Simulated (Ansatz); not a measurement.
**Boron, simple cubic under PBEsol: ground state and equation of state**

The plan for boron in the simple cubic structure: relax it, solve it on a dense k-mesh, then scale the cell to 7 volumes from 88 to 112 % of the relaxed one and try a fit of the equation of state. Spin polarisation is left out. The k-meshes are 16×16×16 for the relaxation; 27×27×27 for the dense run; 19×19×19 for the volumes.

Program: Ansatz 0.2.0. Level of theory: DFT PBEsol, plane waves (420 eV) with PAW, scalar-relativistic; PBE-made PAW files. These are calculated values, not measurements.

### 1 The starting structure

Symmetry: Pm-3m, No. 221, cubic system. Conventional cell: a = 1.920 Å, b = 1.920 Å, c = 1.920 Å, α = 90.00°, β = 90.00°, γ = 90.00°. Around B (site symmetry m-3m) lie 6 B at 1.92 Å.

As a file:

```
B
1.0
     1.92005    0.00000    0.00000
     0.00000    1.92005    0.00000
     0.00000    0.00000    1.92005
B
1
Direct
  0.00000 0.00000 0.00000
```

### 2 Relaxation of the cell

input.yaml

```yaml
crystal:
  lattice:
    - [1.9200471483, 0.0, 0.0]
    - [0.0, 1.9200471483, 0.0]
    - [0.0, 0.0, 1.9200471483]
  atoms:
    - { symbol: B, position: [0.0, 0.0, 0.0] }
hamiltonian:
  xc: pbesol
  pseudopotentials:
    kind: paw
    azcp:
      B: "pseudopotentials/B.paw.azcp"
basis:
  ecutwfc: 420
  fft_grid_basis: typed
kpoints:
  mp_grid: { grid: [16, 16, 16], shift: [0, 0, 0] }
magnetization:
  spin_polarized: false
scf:
  occupations: { method: fermi_dirac, width: 0.1 }
relax:
  max_steps: 60
  f_tol: 0.01
  cell: {}
```

Launch:

```console
$ ansatz run input.yaml --threads 2 --pin off --max-ram 5120MiB --backend cpu --events-out ev --progress --plain --runs-dir out
```

Standard output:

```text
Warning: <dir> the record states the generating functional pbe (its physics header spells it `PBE`), which answers neither for hamiltonian.xc's functional nor for the pbesol family's — results may be inconsistent (PPs are generated against a specific XC)
Warning: RAYON_NUM_THREADS=2 ignored (pool sized by the plan → 2); use --threads N
Engine: ansatz 0.2.0, aarch64-unknown-linux-gnu
Pseudopotentials: kind: paw
Pseudopotential: B, paw, valence charge 3, recommended cutoff 420 eV (normal), <dir>
Functional definition: PBEsol
  exchange = pbesol_x
  correlation = pbesol_c
Crystal: 1 atoms, lattice volume = 7.078 Å³
Basis set: ecut = 420 eV, 147 PW (Γ), exchange–correlation on 30×30×30 points (8 copies of the dense FFT grid, shifted against one another)
Bands: 6, of which v1, the nominal top of the filled ones, is band 2 counted from 1 (1 counted from 0)
Symmetry: 48 space group operations
Space group: Pm-3m (ITA 221), of the structure as read, at distance tolerance 1.9e-5 Å
k-points: 165 of 4096
Non-local potential: B, projectors of the file, l = 0: 2, l = 1: 2, l = 2: 1
PAW form: soft (Blöchl's): semilocal exchange-correlation on the pseudo side does not see the compensation charge
PAW frozen core: B, regenerated for the run's functional, and the local potential with it (the file was generated under x = pbe(κ = 0.804, μ = 0.2195149727645171), c = pbe(β = 0.06672455060314922))
PAW one-centre angular grid: B, 110 points (default); XC on 64 Gauss nodes
Initial density: superposition of atomic densities (neutral atoms: chi_scale 0, normalization atom), corrected by the library's trained network
Initial wavefunctions: pseudopotential atomic-orbital guess
Functional: x = pbesol(κ = 0.804, μ = 0.12345679012345678), c = pbesol(β = 0.046)
SCF iter   1: F=—  HF=-151.599514 eV  |F-HF|=—  |Δ(HF+E_count)|=         —  Δρ=2.90e-3  dr2=2.70e-4  ethr=1.77e-3  ⟨swp⟩=4.5  Hψ=7429  notcnv=0
preconditioner: auto → none  [metal: Δε(μ)=0.072 eV  Ē_g=22.216 eV  σ=0.100 eV  W_gap=0.18  n_scr=0 (ndim 8)  ℏωp=24.2 eV  f_vac=0.000  D(μ)=0.21/eV (n_scr^D=0)]
SCF iter   2: F=—  HF=-151.599389 eV  |F-HF|=—  |Δ(HF+E_count)|=   1.26e-4  Δρ=1.43e-3  dr2=6.54e-5  ethr=9.02e-6  ⟨swp⟩=1.0  Hψ=2310  notcnv=0
SCF iter   3: F=—  HF=-151.599382 eV  |F-HF|=—  |Δ(HF+E_count)|=   6.58e-6  Δρ=1.44e-4  dr2=1.22e-6  ethr=2.18e-6  ⟨swp⟩=1.9  Hψ=1252  notcnv=0
SCF iter   4: F=—  HF=-151.599382 eV  |F-HF|=—  |Δ(HF+E_count)|=   3.74e-7  Δρ=8.11e-5  dr2=3.66e-7  ethr=4.07e-8  ⟨swp⟩=1.0  Hψ=1047  notcnv=0
iter 5 did not close the SCF: its close was put off for the readings that it lacked (scf_convergence_deferred on its scf_iter line)
SCF iter   5: F=-151.599382 eV  HF=-151.599382 eV  |F-HF|=5.40e-11  |Δ(HF+E_count)|=   1.00e-7  Δρ=3.17e-6  dr2=3.36e-10  ethr=1.22e-8  ⟨swp⟩=1.7  Hψ=1216  notcnv=0
SCF iter   6: F=-151.599382 eV  HF=-151.599382 eV  |F-HF|=2.62e-11  |Δ(HF+E_count)|=  1.91e-11  Δρ=1.08e-6  dr2=6.54e-11  ethr=1.12e-11  ⟨swp⟩=1.0  Hψ=2546  notcnv=0
SCF 1 converged in 6 iterations: F = -151.599382 eV  dr2 = 6.54e-11
relax step   1: F+E_penalty+E_count = -151.59938175 eV  Δ(F+E_penalty+E_count) = +0.000e0 eV  max|allowed force component| = 0.000e0 eV/Å  Δτ_max = 0.0000 Å  P = -14.829 GPa  Ω = 7.078 Å³  (6 SCF iters, dr2 threshold 1.00e-7 eV, accepted)
Crystal: 1 atoms, lattice volume = 6.793 Å³
Initial density: handed on by an earlier stage of this run
Initial wavefunctions: those handed on with the density
iter 1 solved again at ethr=1.54e-5 eV; its pass at ethr=3.10e-3 eV (dr2=4.63e-4 eV) is discarded
SCF iter   1: F=—  HF=-151.619096 eV  |F-HF|=—  |Δ(HF+E_count)|=         —  Δρ=3.10e-3  dr2=4.67e-4  ethr=1.54e-5  ⟨swp⟩=1.0  Hψ=9261  notcnv=0
preconditioner: auto → none  [metal: Δε(μ)=0.092 eV  Ē_g=22.847 eV  σ=0.100 eV  W_gap=0.23  n_scr=0 (ndim 8)  ℏωp=24.7 eV  f_vac=0.000  D(μ)=0.19/eV (n_scr^D=0)]
SCF iter   2: F=—  HF=-151.618969 eV  |F-HF|=—  |Δ(HF+E_count)|=   1.27e-4  Δρ=1.38e-3  dr2=8.87e-5  ethr=1.54e-5  ⟨swp⟩=1.0  Hψ=990  notcnv=0
SCF iter   3: F=—  HF=-151.618944 eV  |F-HF|=—  |Δ(HF+E_count)|=   2.55e-5  Δρ=5.83e-5  dr2=7.86e-8  ethr=3.33e-9  ⟨swp⟩=3.7  Hψ=3163  notcnv=0
SCF iter   4: F=-151.618944 eV  HF=-151.618944 eV  |F-HF|=2.46e-10  |Δ(HF+E_count)|=   8.39e-9  Δρ=3.44e-6  dr2=5.42e-10  ethr=2.62e-9  ⟨swp⟩=1.9  Hψ=2713  notcnv=0
SCF 2 converged in 4 iterations: F = -151.618944 eV  dr2 = 5.42e-10
relax step   2: F+E_penalty+E_count = -151.61894354 eV  Δ(F+E_penalty+E_count) = -1.956e-2 eV  max|allowed force component| = 0.000e0 eV/Å  Δτ_max = 0.0000 Å  P = -6.426 GPa  Ω = 6.793 Å³  energy of the carried Pulay correction = +4.149e-4 eV  (4 SCF iters, dr2 threshold 1.00e-7 eV, accepted)
Crystal: 1 atoms, lattice volume = 6.591 Å³
Basis set: ecut = 420 eV, 123 PW (Γ), exchange–correlation on 30×30×30 points (8 copies of the dense FFT grid, shifted against one another)
iter 1 solved again at ethr=8.69e-6 eV; its pass at ethr=3.10e-3 eV (dr2=2.61e-4 eV) is discarded
SCF iter   1: F=—  HF=-151.623099 eV  |F-HF|=—  |Δ(HF+E_count)|=         —  Δρ=2.39e-3  dr2=2.62e-4  ethr=8.69e-6  ⟨swp⟩=1.0  Hψ=9165  notcnv=0
preconditioner: auto → none  [metal: Δε(μ)=0.108 eV  Ē_g=23.328 eV  σ=0.100 eV  W_gap=0.26  n_scr=0 (ndim 8)  ℏωp=25.1 eV  f_vac=0.000  D(μ)=0.19/eV (n_scr^D=0)]
SCF iter   2: F=—  HF=-151.623029 eV  |F-HF|=—  |Δ(HF+E_count)|=   7.01e-5  Δρ=1.07e-3  dr2=5.03e-5  ethr=8.69e-6  ⟨swp⟩=1.0  Hψ=990  notcnv=0
SCF iter   3: F=—  HF=-151.623016 eV  |F-HF|=—  |Δ(HF+E_count)|=   1.36e-5  Δρ=4.45e-5  dr2=4.37e-8  ethr=3.33e-9  ⟨swp⟩=3.5  Hψ=3126  notcnv=0
SCF iter   4: F=-151.623016 eV  HF=-151.623016 eV  |F-HF|=1.20e-10  |Δ(HF+E_count)|=   4.08e-9  Δρ=2.49e-6  dr2=2.67e-10  ethr=1.46e-9  ⟨swp⟩=1.9  Hψ=2713  notcnv=0
SCF 3 converged in 4 iterations: F = -151.623016 eV  dr2 = 2.67e-10
relax step   3: F+E_penalty+E_count = -151.62301570 eV  Δ(F+E_penalty+E_count) = -4.072e-3 eV  max|allowed force component| = 0.000e0 eV/Å  Δτ_max = 0.0000 Å  P = +0.641 GPa  Ω = 6.591 Å³  energy of the carried Pulay correction = +7.209e-4 eV  (4 SCF iters, dr2 threshold 1.00e-7 eV, accepted)
Crystal: 1 atoms, lattice volume = 6.608 Å³
iter 1 solved again at ethr=7.38e-8 eV; its pass at ethr=3.10e-3 eV (dr2=2.21e-6 eV) is discarded
SCF iter   1: F=—  HF=-151.623022 eV  |F-HF|=—  |Δ(HF+E_count)|=         —  Δρ=2.20e-4  dr2=2.22e-6  ethr=7.38e-8  ⟨swp⟩=1.0  Hψ=8558  notcnv=0
preconditioner: auto → none  [metal: Δε(μ)=0.106 eV  Ē_g=23.287 eV  σ=0.100 eV  W_gap=0.26  n_scr=0 (ndim 8)  ℏωp=25.0 eV  f_vac=0.000  D(μ)=0.19/eV (n_scr^D=0)]
SCF iter   2: F=—  HF=-151.623023 eV  |F-HF|=—  |Δ(HF+E_count)|=   6.84e-7  Δρ=9.82e-5  dr2=4.27e-7  ethr=7.38e-8  ⟨swp⟩=1.0  Hψ=990  notcnv=0
SCF iter   3: F=-151.623023 eV  HF=-151.623023 eV  |F-HF|=2.35e-11  |Δ(HF+E_count)|=   1.24e-7  Δρ=4.09e-6  dr2=3.70e-10  ethr=3.33e-9  ⟨swp⟩=3.8  Hψ=2185  notcnv=0
SCF 4 converged in 3 iterations: F = -151.623023 eV  dr2 = 3.70e-10
relax step   4: F+E_penalty+E_count = -151.62302277 eV  Δ(F+E_penalty+E_count) = -7.072e-6 eV  max|allowed force component| = 0.000e0 eV/Å  Δτ_max = 0.0000 Å  P = -0.023 GPa  Ω = 6.608 Å³  energy of the carried Pulay correction = +6.935e-4 eV  (3 SCF iters, dr2 threshold 1.00e-7 eV, accepted)
Initial wavefunctions: pseudopotential atomic-orbital guess (no wavefunctions were taken with the density)
iter 1 solved again at ethr=4.23e-8 eV; its pass at ethr=3.10e-3 eV (dr2=1.27e-6 eV) is discarded
SCF iter   1: F=—  HF=-151.622464 eV  |F-HF|=—  |Δ(HF+E_count)|=         —  Δρ=1.35e-4  dr2=1.06e-7  ethr=4.23e-8  ⟨swp⟩=2.1  Hψ=10087  notcnv=0
SCF iter   2: F=—  HF=-151.622465 eV  |F-HF|=—  |Δ(HF+E_count)|=   1.41e-6  Δρ=6.78e-5  dr2=2.66e-8  ethr=3.52e-9  ⟨swp⟩=1.0  Hψ=990  notcnv=0
SCF iter   3: F=-151.622465 eV  HF=-151.622465 eV  |F-HF|=5.29e-12  |Δ(HF+E_count)|=   8.82e-8  Δρ=5.69e-7  dr2=3.20e-12  ethr=1.00e-12  ⟨swp⟩=4.3  Hψ=3397  notcnv=0
SCF 5 converged in 3 iterations: F = -151.622465 eV  dr2 = 3.20e-12
relax step   5: F+E_penalty+E_count = -151.62246523 eV  Δ(F+E_penalty+E_count) = +5.575e-4 eV  max|allowed force component| = 0.000e0 eV/Å  Δτ_max = 0.0000 Å  P = -0.113 GPa  Ω = 6.608 Å³  stress off target by 1.13e-1 GPa  SCF on the basis re-selected at this cell (its energy is not comparable with the rows above)  (3 SCF iters)
basis re-selected at this cell: Δ(F+E_penalty+E_count) = +5.575e-4 eV, ΔP = -0.089 GPa vs the last step (what re-selecting the basis moved, of the pressure what is left beyond the Pulay correction that the steps carried, after the strain that the cell walked since its last selection, with what the two solves' SCF thresholds leave and, on support functions, any second-order correction that the steps lacked; it is no measure of the basis error at this ecutwfc). This SCF's stress stands 1.13e-1 GPa from its target on what of the cell is left free (relax.cell.stress_tol is 5.00e-2 GPa) and its largest allowed force component is 0.00e0 eV/Å (relax.f_tol is 1.00e-2 eV/Å): not within both, so this SCF does not close the relaxation
Crystal: 1 atoms, lattice volume = 6.605 Å³
iter 1 solved again at ethr=2.09e-9 eV; its pass at ethr=3.10e-3 eV (dr2=6.28e-8 eV) is discarded
SCF iter   1: F=—  HF=-151.622470 eV  |F-HF|=—  |Δ(HF+E_count)|=         —  Δρ=3.71e-5  dr2=6.30e-8  ethr=2.09e-9  ⟨swp⟩=1.0  Hψ=8542  notcnv=0
preconditioner: auto → none  [metal: Δε(μ)=0.106 eV  Ē_g=23.294 eV  σ=0.100 eV  W_gap=0.26  n_scr=0 (ndim 8)  ℏωp=25.0 eV  f_vac=0.000  D(μ)=0.19/eV (n_scr^D=0)]
SCF iter   2: F=-151.622472 eV  HF=-151.622472 eV  |F-HF|=4.02e-9  |Δ(HF+E_count)|=   1.26e-6  Δρ=1.66e-5  dr2=1.22e-8  ethr=1.06e-9  ⟨swp⟩=2.2  Hψ=2757  notcnv=0
SCF 6 converged in 2 iterations: F = -151.622472 eV  dr2 = 1.22e-8
relax step   6: F+E_penalty+E_count = -151.62247162 eV  Δ(F+E_penalty+E_count) = -6.388e-6 eV  max|allowed force component| = 0.000e0 eV/Å  Δτ_max = 0.0000 Å  P = -0.001 GPa  Ω = 6.605 Å³  energy of the carried Pulay correction = +5.317e-6 eV  (2 SCF iters, dr2 threshold 3.17e-8 eV, accepted)
iter 1 solved again at ethr=5.01e-8 eV; its pass at ethr=3.10e-3 eV (dr2=1.50e-6 eV) is discarded
SCF iter   1: F=—  HF=-151.622468 eV  |F-HF|=—  |Δ(HF+E_count)|=         —  Δρ=1.67e-5  dr2=1.20e-8  ethr=5.01e-8  ⟨swp⟩=2.0  Hψ=10074  notcnv=0
SCF iter   2: F=—  HF=-151.622469 eV  |F-HF|=—  |Δ(HF+E_count)|=   8.73e-7  Δρ=7.70e-6  dr2=2.44e-9  ethr=4.02e-10  ⟨swp⟩=1.1  Hψ=1006  notcnv=0
SCF iter   3: F=-151.622469 eV  HF=-151.622469 eV  |F-HF|=1.71e-13  |Δ(HF+E_count)|=  5.91e-10  Δρ=2.67e-7  dr2=1.47e-12  ethr=1.00e-12  ⟨swp⟩=3.9  Hψ=3229  notcnv=0
SCF 7 converged in 3 iterations: F = -151.622469 eV  dr2 = 1.47e-12
relax step   7: F+E_penalty+E_count = -151.62246864 eV  Δ(F+E_penalty+E_count) = +2.984e-6 eV  max|allowed force component| = 0.000e0 eV/Å  Δτ_max = 0.0000 Å  P = -0.000 GPa  Ω = 6.605 Å³  stress off target by 1.69e-5 GPa  SCF on the basis re-selected at this cell (its energy is not comparable with the rows above)  (3 SCF iters)
basis re-selected at this cell: Δ(F+E_penalty+E_count) = +2.984e-6 eV, ΔP = +0.001 GPa vs the last step (what re-selecting the basis moved, of the pressure what is left beyond the Pulay correction that the steps carried, after the strain that the cell walked since its last selection, with what the two solves' SCF thresholds leave and, on support functions, any second-order correction that the steps lacked; it is no measure of the basis error at this ecutwfc). This SCF's stress stands 1.69e-5 GPa from its target on what of the cell is left free (relax.cell.stress_tol is 5.00e-2 GPa) and its largest allowed force component is 0.00e0 eV/Å (relax.f_tol is 1.00e-2 eV/Å): within both
SCF converged after 3 iterations
Free energy (F): -151.622469 eV
Harris-Foulkes:  -151.622469 eV  (|F-HF|=1.71e-13)
Internal energy: -151.616062 eV  (E = F + TS)
E sigma→0 (E₀):  -151.619265 eV
Entropy (-TS):   -0.006407 eV (-6.407 meV/atom)
Fermi energy:    10.638384 eV
--- Per-component energies (eV) ---
  E_band       = 14.021428
  E_kinetic    = 47.105517
  E_local      = -6.790467  (includes V_loc(G=0)·N_el)
  E_nonlocal   = 12.229181
  E_hartree    = 0.960606
  E_xc         = -31.788631
  E_vxc        = -37.857585  (∫ρ·V_xc dr)
  E_paw        = -75.359868  (= ΣΔE_a)
  E_vpaw       = -2.586427  (= ΣTr[D̂ρ^β])
  E_aug_tail   = -0.000003  (compensation charges beyond the density's cutoff)
  E_ewald      = -97.987107
  E_core_change = 0.014711  (= ΣΔE_core)
  E_smearing   = -0.006407  (= −TS)
  E_closure    = 0.000000  (closes the sum)
  Σ components = -151.622469   (vs F -151.622469, Δ=0.00e0)
--- Forces (eV/Å), atoms counted from 1 ---
  atom   1  B      0.00000000    -0.00000000     0.00000000
  max |Σ_I F_I| component: 1.16e-33 eV/Å
--- Stress (GPa, compression-positive) ---
       -0.000017       0.000000       0.000000
        0.000000      -0.000017       0.000000
       -0.000000       0.000000      -0.000017
  P = ⅓ Tr σ = -0.0000 GPa (-0.000 kbar)
--- Relaxed structure (5 steps of the walk, 5 accepted, 2 SCFs on fresh bases) ---
  F+E_penalty+E_count = -151.62246864 eV   max|allowed force component| = 0.000e0 eV/Å   (the final SCF, on the basis selected at the relaxed cell)
  cell:  # Å, volume = 6.6054 Å³
    - [1.8762912286694748, -3.530871564709932e-34, 2.8888949165808538e-34]
    - [-1.3802497934775189e-33, 1.8762912286694748, 0.0]
    - [1.6049416203226964e-34, 0.0, 1.8762912286694748]
  atoms:
    - { symbol: B, position: [0.0, 0.0, 0.0] }
```

Wall time 2.1 s (2 threads of Arm Neoverse V2, shared host); peak memory 0.25 GiB.

Relaxation path:

```csv
step,energy change (meV/atom),largest force (eV/Å),pressure (GPa),volume (Å³/atom)
1,0.00,0.0000,-14.83,7.078
2,-19.56,0.0000,-6.43,6.793
3,-23.63,0.0000,0.64,6.591
4,-23.64,0.0000,-0.02,6.608
5,-23.08,0.0000,-0.11,6.608
6,-23.09,0.0000,0.00,6.605
7,-23.09,0.0000,0.00,6.605
```

Steps that repeat a cell are solved on a basis chosen anew, so their changes of energy are no gain of the relaxation.

The cell of the run, before and after:

|  | before | after | change |
| --- | --- | --- | --- |
| a (Å) | 1.920 | 1.876 | -2.3 % |
| b (Å) | 1.920 | 1.876 | -2.3 % |
| c (Å) | 1.920 | 1.876 | -2.3 % |
| volume (Å³/atom) | 7.078 | 6.605 | -6.7 % |
| shortest distance (Å) | 1.920 | 1.876 | -2.3 % |
| space group (spins left aside) | Pm-3m | Pm-3m | same |

### 3 Single point on a dense mesh

input.yaml

```yaml
crystal:
  lattice:
    - [1.8762912287, 0.0, 0.0]
    - [0.0, 1.8762912287, 0.0]
    - [0.0, 0.0, 1.8762912287]
  atoms:
    - { symbol: B, position: [0.0, 0.0, 0.0] }
hamiltonian:
  xc: pbesol
  pseudopotentials:
    kind: paw
    azcp:
      B: "pseudopotentials/B.paw.azcp"
basis:
  ecutwfc: 420
  fft_grid_basis: typed
kpoints:
  mp_grid: { grid: [27, 27, 27], shift: [0, 0, 0] }
magnetization:
  spin_polarized: false
scf:
  occupations: { method: fermi_dirac, width: 0.1 }
```

Launch:

```console
$ ansatz run input.yaml --threads 2 --pin off --max-ram 5120MiB --backend cpu --events-out ev --progress --plain --runs-dir out
```

Standard output (excerpt; [...] marks lines left out):

```text
Warning: <dir> the record states the generating functional pbe (its physics header spells it `PBE`), which answers neither for hamiltonian.xc's functional nor for the pbesol family's — results may be inconsistent (PPs are generated against a specific XC)
Warning: RAYON_NUM_THREADS=2 ignored (pool sized by the plan → 2); use --threads N
[...]
Pseudopotentials: kind: paw
Pseudopotential: B, paw, valence charge 3, recommended cutoff 420 eV (normal), <dir>
Functional definition: PBEsol
[...]
Crystal: 1 atoms, lattice volume = 6.605 Å³
Basis set: ecut = 420 eV, 123 PW (Γ)
Bands: 6, of which v1, the nominal top of the filled ones, is band 2 counted from 1 (1 counted from 0)
Symmetry: 48 space group operations
Space group: Pm-3m (ITA 221), of the structure as read, at distance tolerance 1.9e-5 Å
k-points: 560 of 19683
[...]
SCF iter   1: F=—  HF=-151.614600 eV  |F-HF|=—  |Δ(HF+E_count)|=         —  Δρ=3.22e-3  dr2=2.74e-4  ethr=1.77e-3  ⟨swp⟩=4.4  Hψ=25124  notcnv=0
[...]
SCF iter   6: F=-151.614484 eV  HF=-151.614484 eV  |F-HF|=3.43e-11  |Δ(HF+E_count)|=  2.50e-10  Δρ=1.30e-6  dr2=8.58e-11  ethr=3.14e-11  ⟨swp⟩=1.0  Hψ=8453  notcnv=0
[...]
SCF converged after 6 iterations
Free energy (F): -151.614484 eV
[...]
E sigma→0 (E₀):  -151.609870 eV
Entropy (-TS):   -0.009230 eV (-9.230 meV/atom)
Fermi energy:    10.620742 eV
[...]
```

Wall time 0.91 s (2 threads of Arm Neoverse V2, shared host); peak memory 0.25 GiB.

### 4 Equation of state: 88 %

input.yaml

```yaml
crystal:
  lattice:
    - [1.7980198101, 0.0, 0.0]
    - [0.0, 1.7980198101, 0.0]
    - [0.0, 0.0, 1.7980198101]
  atoms:
    - { symbol: B, position: [0.0, 0.0, 0.0] }
hamiltonian:
  xc: pbesol
  pseudopotentials:
    kind: paw
    azcp:
      B: "pseudopotentials/B.paw.azcp"
basis:
  ecutwfc: 420
  fft_grid_basis: typed
kpoints:
  mp_grid: { grid: [19, 19, 19], shift: [0, 0, 0] }
magnetization:
  spin_polarized: false
scf:
  occupations: { method: fermi_dirac, width: 0.1 }
  lower_state_search: "off"
output:
  stress: true
```

Launch:

```console
$ ansatz run input.yaml --threads 2 --pin off --max-ram 5120MiB --backend cpu --events-out ev --progress --plain --runs-dir out
```

Standard output (excerpt; [...] marks lines left out):

```text
Warning: <dir> the record states the generating functional pbe (its physics header spells it `PBE`), which answers neither for hamiltonian.xc's functional nor for the pbesol family's — results may be inconsistent (PPs are generated against a specific XC)
Warning: RAYON_NUM_THREADS=2 ignored (pool sized by the plan → 2); use --threads N
[...]
Pseudopotentials: kind: paw
Pseudopotential: B, paw, valence charge 3, recommended cutoff 420 eV (normal), <dir>
Functional definition: PBEsol
[...]
Crystal: 1 atoms, lattice volume = 5.813 Å³
Basis set: ecut = 420 eV, 123 PW (Γ)
Bands: 6, of which v1, the nominal top of the filled ones, is band 2 counted from 1 (1 counted from 0)
Symmetry: 48 space group operations
Space group: Pm-3m (ITA 221), of the structure as read, at distance tolerance 1.8e-5 Å
k-points: 220 of 6859
[...]
SCF iter   1: F=—  HF=-151.527815 eV  |F-HF|=—  |Δ(HF+E_count)|=         —  Δρ=4.26e-3  dr2=3.68e-4  ethr=1.77e-3  ⟨swp⟩=4.4  Hψ=9833  notcnv=0
[...]
SCF iter   6: F=-151.527733 eV  HF=-151.527733 eV  |F-HF|=6.54e-13  |Δ(HF+E_count)|=  4.05e-10  Δρ=2.02e-7  dr2=1.69e-12  ethr=5.23e-11  ⟨swp⟩=1.5  Hψ=3550  notcnv=0
[...]
SCF converged after 6 iterations
Free energy (F): -151.527733 eV
[...]
E sigma→0 (E₀):  -151.523613 eV
Entropy (-TS):   -0.008240 eV (-8.240 meV/atom)
Fermi energy:    12.440232 eV
[...]
--- Stress (GPa, compression-positive) ---
       39.165634       0.000000       0.000000
        0.000000      39.165634       0.000000
        0.000000       0.000000      39.165634
  P = ⅓ Tr σ = 39.1656 GPa (391.656 kbar)
```

It took 0.48 s on 2 threads of Arm Neoverse V2, shared host; peak memory 0.23 GiB.

[end of part 1 of 2]
